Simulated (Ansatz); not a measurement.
Input for Ansatz (plane-wave DFT, PAW):

```yaml
crystal:
  lattice:
    - [25.0987783735, 0.0, 0.0]
    - [0.0, 4.1831297289, 0.0]
    - [0.0, 0.0, 23.8316775916]
  atoms:
    - { symbol: Sr, position: [0.0, 0.0, 0.0629414356] }
    - { symbol: Sr, position: [0.0833333333, 0.5, 0.1870585644] }
    - { symbol: Sr, position: [0.1666666667, 1.0, 0.0629414356] }
    - { symbol: Sr, position: [0.25, 0.5, 0.1870585644] }
    - { symbol: Sr, position: [0.3333333333, 1.0, 0.0629414356] }
    - { symbol: Sr, position: [0.4166666667, 0.5, 0.1870585644] }
    - { symbol: Sr, position: [0.5, 1.0, 0.0629414356] }
    - { symbol: Sr, position: [0.5833333333, 0.5, 0.1870585644] }
    - { symbol: Sr, position: [0.6666666667, 1.0, 0.0629414356] }
    - { symbol: Sr, position: [0.75, 0.5, 0.1870585644] }
    - { symbol: Sr, position: [0.8333333333, 1.0, 0.0629414356] }
    - { symbol: Sr, position: [0.9166666667, 0.5, 0.1870585644] }
    - { symbol: Sr, position: [0.0, 0.0, 0.3111756932] }
    - { symbol: Sr, position: [0.0833333333, 0.5, 0.4352928221] }
    - { symbol: Sr, position: [0.1666666667, 1.0, 0.3111756932] }
    - { symbol: Sr, position: [0.25, 0.5, 0.4352928221] }
    - { symbol: Sr, position: [0.3333333333, 1.0, 0.3111756932] }
    - { symbol: Sr, position: [0.4166666667, 0.5, 0.4352928221] }
    - { symbol: Sr, position: [0.5, 1.0, 0.3111756932] }
    - { symbol: Sr, position: [0.5833333333, 0.5, 0.4352928221] }
    - { symbol: Sr, position: [0.6666666667, 1.0, 0.3111756932] }
    - { symbol: Sr, position: [0.75, 0.5, 0.4352928221] }
    - { symbol: Sr, position: [0.8333333333, 1.0, 0.3111756932] }
    - { symbol: Sr, position: [0.9166666667, 0.5, 0.4352928221] }
basis:
  ecutwfc: 420
kpoints:
  mp_grid: { grid: [2, 8, 1] }
hamiltonian:
  xc: pbesol
scf:
  occupations: { method: gaussian, width: 0.1 }
output:
  forces: true
  eigenvalues: true
  populations: true
  write_density: true
  write_potential: true
  elf: true
  volumetric_format: npy
relax:
  adjacent_minimum: "off"
  f_tol: 0.02
  max_steps: 45
  constraints: [{ sites: [0, 1, 2, 3, 4, 5, 6, 7, 8, 9, 10, 11] }]
efield:
  axis: 3
  dipole_correction: true
  ramp_width: 0.04
```

Run as
```bash
ansatz run input.yaml --threads 4 --pin off --max-ram 9216MiB --backend cpu --events-out ev --progress --plain --runs-dir out
```

The calculation used DFT PBEsol, scalar-relativistic, plane waves, PAW in Ansatz 0.2.0.

From the run's log, abridged (final results; tables in files aren't shown):

```
WARN: The output density's exchange-correlation potential varies sharply where the density is thin. Do not read a vacuum level from v_tot or v_xc, or from such a field of the output density. On a cell that repeats whose density bears no net charge and no dipole along the vacuum's axis use v_es (v_loc + v_h of the components); under efield.dipole_correction with no amplitude use v_es + v_field, which holds any external_charges[].barrier, or the levels of the report's work_function block, which leave it out; under a non-zero efield.amplitude the vacuum is tilted and has no level; on a cell that repeats and bears such a dipole with no correction it is tilted too, and efield.dipole_correction wi ...
SCF converged after 7 iterations
Free energy (F): -83808.107002 eV
Harris-Foulkes:  -83808.107002 eV  (|F-HF|=7.05e-8)
Internal energy: -83808.003802 eV  (E = F + TS)
E sigma→0 (E₀):  -83808.055402 eV
Entropy (-TS):   -0.103200 eV (-4.300 meV/atom)
Fermi energy:    1.540866 eV
Dipole field:    D = 0.000199 V/Å  (p = 0.002756 e·Å, saw-weighted, corrected)
Work function:   Φ+ = 2.5174 eV   Φ− = 2.5222 eV
Levels:          The Fermi level and band energies are counted from a zero that moves with the ramp; work functions are not
--- Per-component energies (eV) ---
  E_band       = -4132.481478
  E_kinetic    = 5788.690091
  E_local      = -70720.448793  (includes V_loc(G=0)·N_el)
  E_nonlocal   = 4905.834355
  E_hartree    = 30346.713990
  E_xc         = -4061.352961
  E_vxc        = -3798.545398  (∫ρ·V_xc dr)
  E_paw        = -63470.073363  (= ΣΔE_a)
  E_vpaw       = -1001.444138  (= ΣTr[D̂ρ^β])
  E_aug_tail   = -0.000035  (compensation charges beyond the density's cutoff)
  E_efield     = 0.000000  (sawtooth field / dipole correction)
  E_vefield    = 0.000424  (∫n·V_field dr)
  E_ewald      = 13399.408575
  E_core_change = 3.224338  (= ΣΔE_core)
  E_smearing   = -0.103200  (= −TS)
--- Forces (eV/Å), atoms counted from 1 ---
  atom   1  Sr     0.00000000     0.00000000     0.03943532
  atom   2  Sr     0.00000000     0.00000000    -0.03867578
  atom   3  Sr     0.00000000     0.00000000     0.03943532
  atom   4  Sr     0.00000000     0.00000000    -0.03867578
  atom   5  Sr     0.00000000     0.00000000     0.03943532
  atom   6  Sr     0.00000000     0.00000000    -0.03867578
  atom   7  Sr     0.00000000     0.00000000     0.03943532
  atom   8  Sr     0.00000000     0.00000000    -0.03867578
  atom   9  Sr     0.00000000     0.00000000     0.03943532
  atom  10  Sr     0.00000000     0.00000000    -0.03867578
  atom  11  Sr     0.00000000     0.00000000     0.03943532
  atom  12  Sr     0.00000000     0.00000000    -0.03867578
  atom  13  Sr     0.00000000     0.00000000    -0.00127541
  atom  14  Sr     0.00000000     0.00000000     0.00052627
  atom  15  Sr     0.00000000     0.00000000    -0.00127541
  atom  16  Sr     0.00000000     0.00000000     0.00052627
  atom  17  Sr     0.00000000     0.00000000    -0.00127541
  atom  18  Sr     0.00000000     0.00000000     0.00052627
  atom  19  Sr     0.00000000     0.00000000    -0.00127541
  atom  20  Sr     0.00000000     0.00000000     0.00052627
  atom  21  Sr     0.00000000     0.00000000    -0.00127541
  atom  22  Sr     0.00000000     0.00000000     0.00052627
  atom  23  Sr     0.00000000     0.00000000    -0.00127541
  atom  24  Sr     0.00000000     0.00000000     0.00052627
--- Band table (eV; the first three rows and the last of 10) ---
  k-point 0: bands = ["-35.4210", "-35.4194", "-35.4194", "-35.4164", "-35.4164", "-35.4148", "-35.4018", "-35.4003", "-35.4003", "-35.3972", "-35.3972", "-35.3956", "-34.8074", "-34.8055", "-34.8055", "-34.8014", "-34.8014", "-34.7993", "-34.7848", "-34.7837", "-34.7837", "-34.7815", "-34.7815", "-34.7804", "-17.4626", "-17.4590", "-17.4590", "-17.4556", "-17.4522", "-17.4522", "-17.4488", "-17.4463", "-17.4427", "-17.4427", "-17.4388", "-17.4359", "-17.4359", "-17.4325", "-17.4238", "-17.4238", "-17.4069", "-17.4069", "-17.3593", "-17.3593", "-17.3420", "-17.3420", "-17.3264", "-17.3259", "-17.3230", "-17.3230", "-17.3173", "-17.3173", "-17.3145", "-17.3088", "-17.3083", "-17.3054", "-17.3 ...
  k-point 1: bands = ["-35.4201", "-35.4186", "-35.4186", "-35.4155", "-35.4155", "-35.4140", "-35.4009", "-35.3994", "-35.3994", "-35.3963", "-35.3963", "-35.3948", "-34.8063", "-34.8043", "-34.8043", "-34.8004", "-34.8004", "-34.7984", "-34.7841", "-34.7830", "-34.7830", "-34.7806", "-34.7806", "-34.7795", "-17.4605", "-17.4569", "-17.4569", "-17.4531", "-17.4499", "-17.4499", "-17.4464", "-17.4442", "-17.4405", "-17.4405", "-17.4363", "-17.4335", "-17.4335", "-17.4300", "-17.4215", "-17.4215", "-17.4046", "-17.4046", "-17.3575", "-17.3575", "-17.3452", "-17.3421", "-17.3421", "-17.3401", "-17.3401", "-17.3360", "-17.3360", "-17.3330", "-17.3277", "-17.3247", "-17.3245", "-17.3245", "-17.3 ...
  k-point 2: bands = ["-35.4179", "-35.4164", "-35.4164", "-35.4134", "-35.4134", "-35.4118", "-35.3987", "-35.3972", "-35.3972", "-35.3942", "-35.3942", "-35.3926", "-34.8034", "-34.8016", "-34.8016", "-34.7981", "-34.7981", "-34.7962", "-34.7826", "-34.7812", "-34.7812", "-34.7786", "-34.7786", "-34.7773", "-17.4555", "-17.4518", "-17.4518", "-17.4473", "-17.4444", "-17.4444", "-17.4407", "-17.4392", "-17.4354", "-17.4354", "-17.4304", "-17.4279", "-17.4279", "-17.4241", "-17.4162", "-17.4162", "-17.3991", "-17.3991", "-17.3913", "-17.3878", "-17.3878", "-17.3807", "-17.3807", "-17.3773", "-17.3741", "-17.3705", "-17.3705", "-17.3633", "-17.3633", "-17.3598", "-17.3528", "-17.3528", "-17.3 ...
  k-point 9: bands = ["-35.4144", "-35.4144", "-35.4118", "-35.4118", "-35.4092", "-35.4092", "-35.3952", "-35.3952", "-35.3926", "-35.3926", "-35.3900", "-35.3900", "-34.7989", "-34.7989", "-34.7962", "-34.7962", "-34.7936", "-34.7936", "-34.7800", "-34.7800", "-34.7773", "-34.7773", "-34.7746", "-34.7746", "-17.4540", "-17.4540", "-17.4477", "-17.4477", "-17.4468", "-17.4468", "-17.4407", "-17.4407", "-17.4399", "-17.4399", "-17.4371", "-17.4371", "-17.4338", "-17.4338", "-17.4314", "-17.4314", "-17.4308", "-17.4308", "-17.4299", "-17.4299", "-17.4240", "-17.4240", "-17.4228", "-17.4228", "-17.4170", "-17.4170", "-17.4137", "-17.4137", "-17.3777", "-17.3777", "-17.3604", "-17.3604", "-17.3 ...
--- Relaxed structure (3 steps of the walk, 3 accepted, 0 SCFs on fresh bases) ---
  F+E_penalty+E_count = -83808.10700234 eV   max|allowed force component| = 1.275e-3 eV/Å
  atoms:
    - { symbol: Sr, position: [0.0, 0.0, 0.0629414356] }
    - { symbol: Sr, position: [0.08333333, 0.5, 0.1870585644] }
    - { symbol: Sr, position: [0.16666666, 1.0, 0.0629414356] }
    - { symbol: Sr, position: [0.24999999, 0.5, 0.1870585644] }
    - { symbol: Sr, position: [0.33333333, 1.0, 0.0629414356] }
    - { symbol: Sr, position: [0.41666666, 0.5, 0.1870585644] }
    - { symbol: Sr, position: [0.49999999, 1.0, 0.0629414356] }
    - { symbol: Sr, position: [0.58333333, 0.5, 0.1870585644] }
    - { symbol: Sr, position: [0.66666666, 1.0, 0.0629414356] }
    - { symbol: Sr, position: [0.75, 0.5, 0.1870585644] }
    - { symbol: Sr, position: [0.83333333, 1.0, 0.0629414356] }
    - { symbol: Sr, position: [0.91666666, 0.5, 0.1870585644] }
    - { symbol: Sr, position: [0.0, 0.0, 0.31133962] }
    - { symbol: Sr, position: [0.08333333, 0.5, 0.43364288] }
    - { symbol: Sr, position: [0.16666666, 1.0, 0.31133962] }
    - { symbol: Sr, position: [0.24999999, 0.5, 0.43364288] }
    - { symbol: Sr, position: [0.33333333, 1.0, 0.31133962] }
    - { symbol: Sr, position: [0.41666666, 0.5, 0.43364288] }
    - { symbol: Sr, position: [0.49999999, 1.0, 0.31133962] }
    - { symbol: Sr, position: [0.58333333, 0.5, 0.43364288] }
    - { symbol: Sr, position: [0.66666666, 1.0, 0.31133962] }
    - { symbol: Sr, position: [0.75, 0.5, 0.43364288] }
    - { symbol: Sr, position: [0.83333333, 1.0, 0.31133962] }
    - { symbol: Sr, position: [0.91666666, 0.5, 0.43364288] }
--- Löwdin populations: 24 sites ---
  site symbol q [e]
     0     Sr      9.5566
     1     Sr      9.5681
     2     Sr      9.5566
     3     Sr      9.5681
     4     Sr      9.5566
     5     Sr      9.5681
     6     Sr      9.5566
     7     Sr      9.5681
     8     Sr      9.5566
     9     Sr      9.5681
    10     Sr      9.5566
    11     Sr      9.5681
    12     Sr      9.5688
    13     Sr      9.5564
    14     Sr      9.5688
    15     Sr      9.5564
    16     Sr      9.5688
    17     Sr      9.5564
    18     Sr      9.5688
    19     Sr      9.5564
    20     Sr      9.5688
    21     Sr      9.5564
    22     Sr      9.5688
    23     Sr      9.5564
  spilling = 0.043754 (of n_electrons = 240.000000)
```

The relaxation met its thresholds.

Time: 6.1 min on 4 threads of Arm Neoverse V1, on a shared host, peak memory 6.6 GiB.